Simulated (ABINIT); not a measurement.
# SiO2 (P4_2/mnm) in ABINIT: settings compared

One crystal, SiO2, is run at these levels: PBE, LDA; tasks: band structure.

Everything below comes from runs of ABINIT 10.8.3 (patched build). Logs are shortened: lines on timing, memory, paths and dates and some standing lists are left out, and cuts for length are marked. The log counts tension as positive stress, the text compression.

### Step 1. The crystal as given

It takes space group P4_2/mnm (No. 136, tetragonal). The conventional cell has a = 4.233 Å, b = 4.233 Å, c = 2.693 Å, α = 90.00°, β = 90.00°, γ = 90.00°. Around Si (site symmetry mmm) lie 6 O at 1.78 to 1.84 Å. O (site symmetry m2m) has 3 Si at 1.78 to 1.84 Å as nearest neighbours.

The cell comes from a database or a generator and needn't be the stable form of this composition.

### Step 2. Band structure, PBE

File run.abi:

```
# Datasets: ground state, then fixed potential
ndtset 2

# Pseudopotentials
pp_dirpath "./"
pseudos "Si.GGA_PBE-JTH.xml, O.GGA_PBE-JTH.xml"

# Structure
acell 3*1.0 Angstrom
rprim
     4.2331690000     0.0000000000     0.0000000000
     0.0000000000     4.2331690000     0.0000000000
     0.0000000000     0.0000000000     2.6934950000
ntypat 2
znucl 14 8
natom 6
typat 1 1 2 2 2 2
xred
     0.0000000000     0.0000000000     0.0000000000
     0.5000000000     0.5000000000     0.5000000000
     0.8068390000     0.1931610000     0.5000000000
     0.3068390000     0.3068390000     0.0000000000
     0.1931610000     0.8068390000     0.5000000000
     0.6931610000     0.6931610000     0.0000000000

# Plane-wave basis
ecut 625.861884 eV
pawecutdg 45.0
pawxcdev 0

# Exchange and correlation
ixc 11

# Bands and occupations
occopt 3
tsmear 0.05 eV

# SCF cycle
nstep 100

# Output
iomode 3
prtwf 0
prteig 0
prtebands 0
enunit 1
prtden1 1

# Dataset 1
kptopt1 1
ngkpt1 6 6 10
nshiftk1 1
shiftk1 0.0 0.0 0.0
nband1 20
tolvrs1 1.0e-9

# Dataset 2: bands along G-X-M-G-Z-R-A-Z
iscf2 -2
getden2 1
nband2 26
nbdbuf2 4
tolwfr2 1.0e-11
kptopt2 -7
ndivsm2 8
prteig2 1
prtvol2 -3
kptbounds2
     0.0000000000     0.0000000000     0.0000000000
     0.0000000000     0.5000000000     0.0000000000
     0.5000000000     0.5000000000     0.0000000000
     0.0000000000     0.0000000000     0.0000000000
     0.0000000000     0.0000000000     0.5000000000
     0.0000000000     0.5000000000     0.5000000000
     0.5000000000     0.5000000000     0.5000000000
     0.0000000000     0.0000000000     0.5000000000
```

Potentials or basis: JTH PAW PBE v2.0.

Launch:

```
$ abinit run.abi > log 2>&1
```

run.abo:

```text
.Version 10.8.3 of ABINIT
 DATASET    1 : space group P4_2/m n m (#136); Bravais tP (primitive tetrag.)
================================================================================
 Values of the parameters that define the memory need for DATASET  1.
     intxc =       0    ionmov =       0      iscf =      17    lmnmax =       8
     lnmax =       4     mgfft =      36  mpssoang =       2    mqgrid =    3001
     natom =       6  nloc_mem =       2    nspden =       1   nspinor =       1
    nsppol =       1      nsym =      16    n1xccc =       1    ntypat =       2
    occopt =       3   xclevel =       2
       mpw =        1748          nfft =       31104          nkpt =          60
 PAW method is used; the additional fine FFT grid is defined by:
   mgfftf=        50    nfftf =     80000
================================================================================
================================================================================

 DATASET    2 : space group P4_2/m n m (#136); Bravais tP (primitive tetrag.)
================================================================================
 Values of the parameters that define the memory need for DATASET  2.
     intxc =       0    ionmov =       0      iscf =      -2    lmnmax =       8
     lnmax =       4     mgfft =      36  mpssoang =       2    mqgrid =    3001
     natom =       6  nloc_mem =       2    nspden =       1   nspinor =       1
    nsppol =       1      nsym =      16    n1xccc =       1    ntypat =       2
    occopt =       3   xclevel =       2
       mpw =        1736          nfft =       31104          nkpt =          68
 PAW method is used; the additional fine FFT grid is defined by:
   mgfftf=        50    nfftf =     80000
================================================================================
================================================================================

--------------------------------------------------------------------------------
------------- Echo of variables that govern the present computation ------------
--------------------------------------------------------------------------------
 -outvars: echo values of preprocessed input variables --------
            acell      1.8897261259E+00  1.8897261259E+00  1.8897261259E+00 Bohr
              amu      2.80855000E+01  1.59994000E+01
             ecut      2.30000000E+01 Hartree
           enunit           1
           getden1          0
           getden2          1
             iscf1         17
             iscf2         -2
              ixc          11
           jdtset        1    2
           kptopt1          1
           kptopt2         -7
         kptrlatt        6    0    0      0    6    0      0    0   10
[... 1069 lines left out ...]
    5      0.81768315720900     3.41548584279100     1.34674750000000
    6      2.93426765720900     2.93426765720900     0.00000000000000
 length scales=  1.889726125908  1.889726125908  1.889726125908 bohr
              =  1.000000000000  1.000000000000  1.000000000000 angstroms
 Eigenvalues (   eV  ) for nkpt=  68  k points:
 kpt#   1, nband= 26, wtk=  1.00000, kpt=  0.0000  0.0000  0.0000 (reduced coord)
 -14.52900  -11.07044  -11.07044  -10.90192   -2.93717    1.45545    1.45545    1.76148
   2.45577    2.75301    4.67775    4.67775    5.17038    6.82772    6.82772    7.68494
  12.67037   14.30434   15.91610   15.91610   18.79990   19.07079   21.37031   21.37031
  23.07965   23.21158
 kpt#   2, nband= 26, wtk=  1.00000, kpt=  0.0000  0.0625  0.0000 (reduced coord)
 -14.50940  -11.24591  -11.06067  -10.76812   -2.90881    1.31201    1.45033    1.84607
   2.47077    2.87439    4.63096    4.68598    5.18769    6.73741    6.82090    7.65481
  12.74174   14.33633   15.92124   15.92695   18.87586   19.10282   21.26041   21.27864
  23.07969   23.19996
 kpt#   3, nband= 26, wtk=  1.00000, kpt=  0.0000  0.1250  0.0000 (reduced coord)
 -14.45081  -11.51625  -11.03176  -10.62023   -2.82505    0.98357    1.48069    2.05146
   2.51560    3.13497    4.51054    4.71043    5.22166    6.48373    6.80085    7.56511
  12.94170   14.43002   15.94740   15.95801   19.07236   19.19840   20.96393   21.05095
  23.02877   23.19808
 kpt#   4, nband= 26, wtk=  1.00000, kpt=  0.0000  0.1875  0.0000 (reduced coord)
 -14.35386  -11.81514  -10.98502  -10.51731   -2.68946    0.58594    1.58748    2.32806
[... 309 lines left out ...]
 -11.94011  -11.92357  -10.35110  -10.31735   -1.84914   -1.50582    0.84766    0.96246
   1.00359    1.68848    3.23101    3.74566    4.85989    4.91549    5.11705    5.29110
  16.12004   16.41576   18.53763   19.83349   20.10552   20.53309   21.12002   21.22010
  21.36115   21.91605
 kpt#  67, nband= 26, wtk=  1.00000, kpt=  0.0455  0.0455  0.5000 (reduced coord)
 -11.95751  -11.95320  -10.31376  -10.30477   -1.72729   -1.63549    0.94026    0.99090
   1.37508    1.58884    3.22803    3.39354    4.81870    4.83367    5.12273    5.17022
  16.23878   16.31638   19.24447   19.87415   20.04946   20.62823   20.89925   21.20245
  21.32006   21.61537
 kpt#  68, nband= 26, wtk=  1.00000, kpt=  0.0000  0.0000  0.5000 (reduced coord)
 -11.96345  -11.96345  -10.30043  -10.30043   -1.68171   -1.68171    0.97329    0.97329
   1.56327    1.56327    3.22725    3.22725    4.80562    4.80562    5.12645    5.12645
  16.27906   16.27906   19.88578   19.88578   20.02993   20.02993   21.23459   21.23459
  21.30046   21.30046

== END DATASET(S) ==============================================================
================================================================================

 -outvars: echo values of variables after computation  --------
            acell      1.8897261259E+00  1.8897261259E+00  1.8897261259E+00 Bohr
           etotal1    -7.2837948699E+01
            fcart1    -0.0000000000E+00 -0.0000000000E+00 -0.0000000000E+00
                      -0.0000000000E+00 -0.0000000000E+00 -0.0000000000E+00
                       9.3483225509E-04 -9.3483225509E-04 -0.0000000000E+00
                       9.3483225509E-04  9.3483225509E-04 -0.0000000000E+00
                      -9.3483225509E-04  9.3483225509E-04 -0.0000000000E+00
                      -9.3483225509E-04 -9.3483225509E-04 -0.0000000000E+00
            rprim      4.2331690000E+00  0.0000000000E+00  0.0000000000E+00
                       0.0000000000E+00  4.2331690000E+00  0.0000000000E+00
                       0.0000000000E+00  0.0000000000E+00  2.6934950000E+00
           strten1     6.9850877968E-05  6.9850877968E-05  1.0878663748E-04
                       0.0000000000E+00  0.0000000000E+00  0.0000000000E+00
           xangst      0.0000000000E+00  0.0000000000E+00  0.0000000000E+00
                       2.1165845000E+00  2.1165845000E+00  1.3467475000E+00
                       3.4154858428E+00  8.1768315721E-01  1.3467475000E+00
                       1.2989013428E+00  1.2989013428E+00  0.0000000000E+00
                       8.1768315721E-01  3.4154858428E+00  1.3467475000E+00
                       2.9342676572E+00  2.9342676572E+00  0.0000000000E+00
             xred      0.0000000000E+00  0.0000000000E+00  0.0000000000E+00
                       5.0000000000E-01  5.0000000000E-01  5.0000000000E-01
                       8.0683900000E-01  1.9316100000E-01  5.0000000000E-01
                       3.0683900000E-01  3.0683900000E-01  0.0000000000E+00
                       1.9316100000E-01  8.0683900000E-01  5.0000000000E-01
                       6.9316100000E-01  6.9316100000E-01  0.0000000000E+00
 Calculation completed.
```

Run time: 4.1 min. Hardware: 1 thread of Intel Xeon Platinum 8375C at 2.90GHz (Ice Lake), shared host; peak memory 0.15 GiB.

What came out:

* Free energy: -1982.0216 eV
* Pressure: -2.4 GPa
* Largest force: 0.068 eV/Å
* Band gap on the k mesh: 4.99 eV, direct
* Band gap along the path: 4.99 eV, direct
* Valence electrons inside the program's atomic spheres: Si 1.65; O 4.70

Forces in eV/Å, atoms in the order of the input:
```
Si   0.000  0.000  0.000
Si   0.000  0.000  0.000
O    0.048 -0.048  0.000
O    0.048  0.048  0.000
O   -0.048  0.048  0.000
O   -0.048 -0.048  0.000
```

Levels at the corners of the path, in eV from the valence-band top:
| point | band 12 | band 13 | band 14 | band 15 | band 16 | band 17 | band 18 | band 19 | band 20 | band 21 |
| --- | --- | --- | --- | --- | --- | --- | --- | --- | --- | --- |
| Γ | -3.01 | -2.51 | -0.86 | -0.86 | 0.00 | 4.99 | 6.62 | 8.23 | 8.23 | 11.12 |
| X | -3.69 | -2.60 | -2.60 | -1.04 | -1.04 | 7.27 | 7.27 | 8.84 | 8.84 | 10.83 |
| M | -3.13 | -2.55 | -2.55 | -2.16 | -2.16 | 7.01 | 7.01 | 9.73 | 9.73 | 12.66 |
| Γ | -3.01 | -2.51 | -0.86 | -0.86 | 0.00 | 4.99 | 6.62 | 8.23 | 8.23 | 11.12 |
| Z | -4.46 | -2.88 | -2.88 | -2.56 | -2.56 | 8.59 | 8.59 | 12.20 | 12.20 | 12.35 |
| R | -3.79 | -2.19 | -2.19 | -1.67 | -1.67 | 8.43 | 8.43 | 9.41 | 9.41 | 12.23 |
| A | -4.33 | -1.72 | -1.72 | -1.47 | -1.47 | 6.77 | 6.77 | 10.68 | 10.68 | 11.65 |
| Z | -4.46 | -2.88 | -2.88 | -2.56 | -2.56 | 8.59 | 8.59 | 12.20 | 12.20 | 12.35 |

### Step 3. Band structure, LDA

run.abi: that of step 2 with these lines changed.

```diff
@@ -5,3 +5,3 @@
 pp_dirpath "./"
-pseudos "Si.GGA_PBE-JTH.xml, O.GGA_PBE-JTH.xml"
+pseudos "Si.LDA_PW-JTH.xml, O.LDA_PW-JTH.xml"
 
@@ -28,6 +28,5 @@
 pawecutdg 45.0
-pawxcdev 0
 
 # Exchange and correlation
-ixc 11
+ixc 7
```

Potentials or basis: JTH PAW LDA v2.0.

Launch:

```
$ abinit run.abi > log 2>&1
```

Run time: 3.3 min. Hardware: 1 thread of Intel Xeon Platinum 8375C at 2.90GHz (Ice Lake), shared host; peak memory 0.12 GiB.

The run converged. Its results:

* Free energy: -1984.9721 eV
* Pressure: -15.8 GPa
* Largest force: 0.176 eV/Å
* Band gap on the k mesh: 4.95 eV, direct
* Band gap along the path: 4.95 eV, direct
* Valence electrons inside the program's atomic spheres: Si 1.67; O 4.67

Forces on the atoms (eV/Å):
```
Si   0.000  0.000  0.000
Si   0.000  0.000  0.000
O    0.124 -0.124  0.000
O    0.124  0.124  0.000
O   -0.124  0.124  0.000
O   -0.124 -0.124  0.000
```

Stress tensor (GPa, compression positive):
```
-15.30   0.00   0.00
  0.00 -15.30   0.00
  0.00   0.00 -16.77
```

Levels at the corners of the path, in eV from the valence-band top:
| point | band 12 | band 13 | band 14 | band 15 | band 16 | band 17 | band 18 | band 19 | band 20 | band 21 |
| --- | --- | --- | --- | --- | --- | --- | --- | --- | --- | --- |
| Γ | -3.05 | -2.55 | -0.88 | -0.88 | 0.00 | 4.95 | 6.35 | 8.04 | 8.04 | 10.69 |
| X | -3.76 | -2.64 | -2.64 | -1.06 | -1.06 | 7.14 | 7.14 | 8.61 | 8.61 | 10.57 |
| M | -3.17 | -2.59 | -2.59 | -2.19 | -2.19 | 6.83 | 6.83 | 9.52 | 9.52 | 12.42 |
| Γ | -3.05 | -2.55 | -0.88 | -0.88 | 0.00 | 4.95 | 6.35 | 8.04 | 8.04 | 10.69 |
| Z | -4.53 | -2.96 | -2.96 | -2.60 | -2.60 | 8.37 | 8.37 | 11.96 | 11.96 | 12.08 |
| R | -3.86 | -2.23 | -2.23 | -1.71 | -1.71 | 8.21 | 8.21 | 9.23 | 9.23 | 11.90 |
| A | -4.40 | -1.76 | -1.76 | -1.49 | -1.49 | 6.60 | 6.60 | 10.40 | 10.40 | 11.38 |
| Z | -4.53 | -2.96 | -2.96 | -2.60 | -2.60 | 8.37 | 8.37 | 11.96 | 11.96 | 12.08 |

A hybrid or GW would open this gap; LDA tends to underestimate it.

### Step 4. The reference run

An earlier run on the cell as given: functional PBE; potentials or basis JTH PAW PBE v2.0; cutoff 626 eV; k mesh 6 × 6 × 10; occupations fermi-dirac, width 0.05 eV; no spin polarisation.

* Pressure: -2.4 GPa
* Largest force: 0.068 eV/Å
* Band gap on the k mesh: 4.99 eV, direct
* Valence electrons inside the program's atomic spheres: Si 1.65; O 4.70

### Step 5. Overview

```tsv
task	level	potentials or basis	gap on the mesh (eV)	pressure (GPa)	largest force (eV/Å)
band structure	PBE	JTH PAW PBE v2.0	4.99	-2.4	0.07
band structure	LDA	JTH PAW LDA v2.0	4.95	-15.8	0.18
single point	PBE	JTH PAW PBE v2.0	4.99	-2.4	0.07
```

Alike in all rows: no spin polarisation; cell as given; k mesh 6 × 6 × 10; cutoff (eV) 626; smearing fermi-dirac 0.05 eV.

Total energies depend on the potentials used, so only differences within one code and one set of settings carry meaning.
